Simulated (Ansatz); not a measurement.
**Be: strain and displacement**

```xyz
2
Lattice="2.2648 0.0000 0.0000 -1.1324 1.9614 0.0000 0.0000 0.0000 3.5741" Properties=species:S:1:pos:R:3 pbc="T T T"
Be    0.0000    1.3076    2.6806
Be    1.1324    0.6538    0.8935
```

Atom numbers follow the list: Be1, Be2.

Conventional cell: a = 2.265 Å, b = 2.265 Å, c = 3.574 Å, α = 90.00°, β = 90.00°, γ = 120.00°. Be (atom 1) has 12 Be at 2.21 to 2.26 Å as nearest neighbours.

Structure from Materials Project entry mp-87 (possibly hypothetical), not relaxed further.

These are results of Ansatz 0.2.0, DFT, PBEsol, PAW with Ansatz's default frozen-core files, scalar-relativistic, not measurements.

The runs use a Γ-centred 21×21×11 k mesh, Fermi–Dirac smearing of 0.05 eV, cutoff 420 eV, no spin polarisation; the PAW files were made with PBE, and the program remakes their frozen cores for this functional.

The unchanged cell is at -1.59 GPa.

In a metal, stresses and small energies carry noise from the k mesh.

x, y and z are the Cartesian axes of the cell as listed; fractional coordinates follow a strain, and an engineering shear is twice the off-diagonal strain component.

Q: One change gave: energy change +1.0 meV/atom; stress change (xx, yy, zz, yz, xz, xy) -0.03, 0.05, 0.07, -1.58, -1.58, -1.02 GPa, compression positive; change of the force on Be2 (0.027, -0.001, -0.001) eV/Å. Which change was it?
A. z strained by -3 % at fixed volume
B. atom 2 (Be) moved by (0.1200, 0.0000, 0.0000) Å
C. equal xy, yz and zx engineering shear strains of +1 %

A: C. For z strained by -3 % at fixed volume: energy change +10.6 meV/atom; stress change (xx, yy, zz, yz, xz, xy) -3.95, -3.95, 10.21, 0.00, 0.00, 0.00 GPa, compression positive. For atom 2 (Be) moved by (0.1200, 0.0000, 0.0000) Å: energy change +12.5 meV/atom; stress change (xx, yy, zz, yz, xz, xy) -0.23, 0.13, 0.91, 0.00, 0.00, 3.34 GPa, compression positive; change of the force on Be2 (-0.414, -0.057, 0.000) eV/Å.

Q: What force constant does this one finite step give for Be2 along its displacement (all its periodic images move with it)?

A: k = −ΔF·u/|u|² = 3.45 eV/Å², so the force pulls the atom back.
